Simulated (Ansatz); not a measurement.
**ZnO under changes of volume**

One of the cells (16.689 Å³/atom); the others are scaled copies at fixed shape and fractional positions:

```
CELL_PARAMETERS angstrom
3.28797 0.00000 0.00000
-1.64398 2.84746 0.00000
0.00000 0.00000 7.13044
ATOMIC_POSITIONS crystal
Zn 0.00000 0.00000 0.25000
Zn 0.00000 0.00000 0.75000
O 0.66667 0.33333 0.75000
O 0.33333 0.66667 0.25000
```

Measurements of this composition are mostly on another form, of space group No. 186.

| Item | Value |
| --- | --- |
| Program | Ansatz 0.2.0 |
| Functional | PBE |
| Potentials or basis | all-electron LAPW, scalar-relativistic |
| Cutoff | 466 eV (chosen from the basis error) |
| Basis error allowed | 0.001 eV/atom |
| k mesh | 9 × 9 × 4 |
| Occupations | fermi-dirac, width 0.05 eV |
| Spin | no spin polarisation |

```csv
volume (Å³/atom),energy over the lowest point (meV/atom),pressure (GPa)
15.688,14.01,5.5
16.022,?,?
16.356,0.42,1.1
16.689,0.00,-0.7
17.023,3.25,-2.4
17.357,9.78,-3.9
17.691,19.26,-5.2
```

Task: What does the run at 16.022 Å³/atom give?

Result: Energy over the lowest point 4.93 meV/atom; pressure 3.2 GPa.

Worked out: A Birch-Murnaghan fit of order 3 (a polynomial in V^(-2/3)) to the other rows has its minimum at 16.56 Å³/atom with B0 = V·E''(V) = 91 GPa and B' = 4.5 at fixed shape and positions, which overstates the stiffness. It gives 4.93 meV/atom at 16.022 Å³/atom, against the run's 4.93, and -dE/dV = 3.2 GPa, against 3.2.

Energies are extrapolated to zero smearing.
